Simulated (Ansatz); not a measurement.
## O started midway between two neighbours in diamond, 65 atoms, charge 0

All numbers come from Ansatz (PAW, plane waves, no spin–orbit coupling) at the single k point (¼, ¼, ¼) without its symmetry partners. The atoms were relaxed with PBEsol in a fixed cell; other functionals are single points on those atoms unless said otherwise. The valence top and gap of the host come from its small cell on a dense mesh, with the band extrema sought between the mesh points, lined up by the mean potential, PBEsol gap 4.03 eV, r²SCAN gap 4.37 eV.

Relaxed structure:

```
C O
1.0
     7.10761    0.00000    0.00000
     0.00000    7.10761    0.00000
     0.00000    0.00000    7.10761
C O
64 1
Direct
  0.00024 0.00130 0.99922
  0.99835 0.00027 0.50010
  0.00465 0.50128 0.00340
  0.99886 0.50094 0.49862
  0.50048 0.00246 0.00082
  0.49905 0.00072 0.49796
  0.50061 0.50109 0.99723
  0.46692 0.46917 0.46548
  0.12409 0.12553 0.12345
  0.11968 0.12134 0.62346
  0.12597 0.62466 0.12447
  0.12546 0.62612 0.62381
  0.62384 0.12393 0.12230
  0.62372 0.12753 0.62366
  0.62528 0.62678 0.12403
  0.65740 0.65923 0.65559
  0.24900 0.25008 0.99643
  0.23650 0.23843 0.49445
  0.25168 0.74917 0.99788
  0.25115 0.74863 0.49937
  0.74905 0.25128 0.99914
  0.74499 0.25402 0.49861
  0.75304 0.75420 0.00391
  0.75656 0.75845 0.50171
  0.37329 0.37425 0.11962
  0.35334 0.35699 0.61172
  0.37562 0.87452 0.12357
  0.37801 0.87675 0.62480
  0.87437 0.37629 0.12434
  0.87518 0.38130 0.62644
  0.87611 0.87753 0.12740
  0.87896 0.88052 0.62607
  0.24821 0.99735 0.24722
  0.24997 0.00040 0.74845
  0.24535 0.49868 0.24420
  0.24915 0.49830 0.74344
  0.74871 0.00118 0.25024
  0.75102 0.00511 0.75049
  0.74633 0.49994 0.24797
  0.77098 0.51303 0.76778
  0.37128 0.12085 0.37055
  0.37528 0.12561 0.87346
  0.36775 0.62304 0.36627
  0.37935 0.62614 0.87072
  0.87266 0.12686 0.37558
  0.87532 0.12830 0.87466
  0.87318 0.62537 0.37611
  0.88783 0.63030 0.88633
  0.99649 0.24994 0.24800
  0.99882 0.25147 0.74847
  0.99980 0.74959 0.25029
  0.00449 0.75316 0.75161
  0.49674 0.24313 0.24010
  0.49676 0.24961 0.74537
  0.49960 0.74886 0.24908
  0.50752 0.76609 0.75903
  0.11983 0.37314 0.37158
  0.12551 0.37628 0.87327
  0.12452 0.87446 0.37516
  0.12785 0.87675 0.87480
  0.61681 0.36572 0.35863
  0.62758 0.37938 0.87516
  0.62473 0.87566 0.37589
  0.62757 0.88464 0.88163
  0.56222 0.51537 0.60932
```

Chemical potentials μ are those of reference phases of the elements at zero temperature by the same functional (the usual solids, diamond for C, grey Sn, and the molecules H2, N2, O2, F2, Cl2, Br2 and S8).

```
functional  E(defect) − E(host) − Σ nμ + q·E_VBM (eV)  monopole (eV)  alignment (eV)  formation energy at E_F = VBM (eV)  moment (μB)            wall time, shared host
    PBEsol                                       7.63           0.00            0.00                                7.63  0 (no spin)  19 s on NVIDIA H100 (relaxation)
    r²SCAN                                       8.26           0.00            0.00                                8.26  0 (no spin)               11 s on NVIDIA H100
```

One k point and a cell of this size can leave errors of several tenths of an eV in such numbers.
